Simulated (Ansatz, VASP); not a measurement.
This is a calculation of Mg for Ansatz 0.2.0.

input.yaml

```yaml
crystal:
  lattice:
    - [3.2093, 0.0, 0.0]
    - [-1.60465, 2.7793353284, 0.0]
    - [0.0, 0.0, 5.001888]
  atoms:
    - { symbol: Mg, position: [0.6666666667, 0.3333333333, 0.75] }
    - { symbol: Mg, position: [0.3333333333, 0.6666666667, 0.25] }
hamiltonian:
  xc: pbe
  pseudopotentials: { kind: paw }
kpoints:
  mp_grid: { grid: [8, 8, 5] }
scf:
  occupations: { method: fermi_dirac, width: 0.05 }
output:
  forces: true
  stress: true
  eigenvalues: true
```

Potentials or basis: Ansatz PAW.

Command:

```sh
$ ansatz run input.yaml --threads 2 --pin off --max-ram 5632MiB --backend cpu --events-out ev --progress --plain --runs-dir out
```

Problem. Translate it to VASP 6.6.1. Potentials there: VASP PAW PBE potentials, release 64 (Mg).

Solution. As run (the cutoff follows the program's own potentials):

INCAR

```
SYSTEM = Mg
  PREC = Accurate
  ENCUT = 520
  EDIFF = 1E-6
  ISMEAR = -1
  SIGMA = 0.05
  LREAL = .FALSE.
  LASPH = .TRUE.
  NELM = 60
  ALGO = Normal
  ISIF = 2
  LWAVE = .FALSE.
  LCHARG = .FALSE.
  GGA = PE
  NBANDS = 9
```

Contents of KPOINTS:

```
regular mesh
0
G
  8 8 5
  0 0 0
```

File POSCAR:

```
Mg
1.0
    3.2093000000      0.0000000000      0.0000000000
   -1.6046500000      2.7793353284      0.0000000000
    0.0000000000      0.0000000000      5.0018880000
Mg
2
Direct
    0.6666666667      0.3333333333      0.7500000000
    0.3333333333      0.6666666667      0.2500000000
```

Potentials or basis: VASP PAW PBE potentials, release 64 (Mg).

Run with:

```console
$ cat potpaw_PBE.64/Mg/POTCAR > POTCAR
$ mpirun -np 1 vasp_std > vasp.out
```

Both were run:

|  | VASP | Ansatz | Ansatz less VASP |
| --- | --- | --- | --- |
| gap on the k mesh at the Fermi level (eV) | none | none | - |
| pressure (GPa) | 1.0 | 1.2 | +0.13 |
| largest component of the traceless stress (GPa) | 2.14 | 2.14 | -0.001 |

A gap of «none» marks a metal or a gap that the smearing closes. The functional is the same, so the differences come from potentials, cutoffs and numerics. The two sets of potentials don't hold the same shells in valence.
